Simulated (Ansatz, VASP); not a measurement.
# TaN in VASP and in Ansatz

Contents of INCAR:

```
SYSTEM = TaN
PREC     = Accurate       ! precision mode
ENCUT    = 520            ! plane-wave cutoff, eV
EDIFF    = 1E-8           ! SCF threshold, eV
ISMEAR   = -1             ! smearing method
SIGMA    = 0.02           ! smearing width, eV
LREAL    = .FALSE.        ! projectors in reciprocal space
LASPH    = .TRUE.         ! aspherical terms in the spheres
NELM     = 80             ! most SCF steps
ALGO     = Normal         ! electronic algorithm
ISIF     = 2              ! what is computed and relaxed
LWAVE    = .FALSE.        ! write WAVECAR
LCHARG   = .FALSE.        ! write CHGCAR
GGA      = PE             ! functional
LEFG     = .TRUE.       
NBANDS   = 15             ! bands
```

File KPOINTS:

```
Automatic mesh
0
G
  9 9 9
  0 0 0
```

POSCAR

```
TaN
1.0
    0.0000000000      2.1643753983      2.1643753983
    2.1643753983      0.0000000000      2.1643753983
    2.1643753983      2.1643753983      0.0000000000
Ta N
1 1
Direct
    0.5000000000      0.5000000000      0.5000000000
    0.0000000000      0.0000000000      0.0000000000
```

Input for Ansatz:

```yaml
crystal:
  lattice:
    - [0.0, 2.1643753983, 2.1643753983]
    - [2.1643753983, 0.0, 2.1643753983]
    - [2.1643753983, 2.1643753983, 0.0]
  atoms:
    - { symbol: Ta, position: [0.5, 0.5, 0.5] }
    - { symbol: "N", position: [0.0, 0.0, 0.0] }
kpoints:
  mp_grid: { grid: [9, 9, 9] }
scf:
  occupations: { method: fermi_dirac, width: 0.02 }
hamiltonian:
  xc: pbe
  pseudopotentials: { kind: all_electron, datasets: crystal }
output:
  forces: true
  stress: true
  eigenvalues: true
  efg: { contact_densities: true }
```

Change from the starting cell: volume scaled by 0.98, crystal datasets.

Alike in both runs: task electric field gradients; functional PBE; k mesh 9 × 9 × 9; occupations fermi-dirac, width 0.02 eV; no spin polarisation.

|  | VASP | Ansatz |
| --- | --- | --- |
| version | VASP 6.6.1 | Ansatz 0.2.0 |
| potentials or method | VASP PAW PBE potentials, release 64 (Ta_pv, N) | all-electron PAW with datasets made for the crystal, scalar-relativistic |
| plane-wave cutoff (eV) | 520 | see its input |

Ansatz gave:

| Quantity | Value |
| --- | --- |
| pressure (GPa) | 22.7 |
| Vzz of the field gradient on the site that differs most (V/Å²) | 0.0 |

**Question.** Estimate VASP's values.

**Answer.** Pressure (GPa): 23.8; Vzz of the field gradient on the site that differs most (V/Å²): 0.0.

Ansatz ran all-electron here, so the differences hold the error of VASP's frozen core and of both bases. Ansatz warned: «gradients_without_spin_orbit».

Caveats: so large a pressure means that the cell lies far from this level's equilibrium, or that cutoff or potentials fall short (VASP). Spin-orbit coupling is left out, which matters for the levels of Ta.
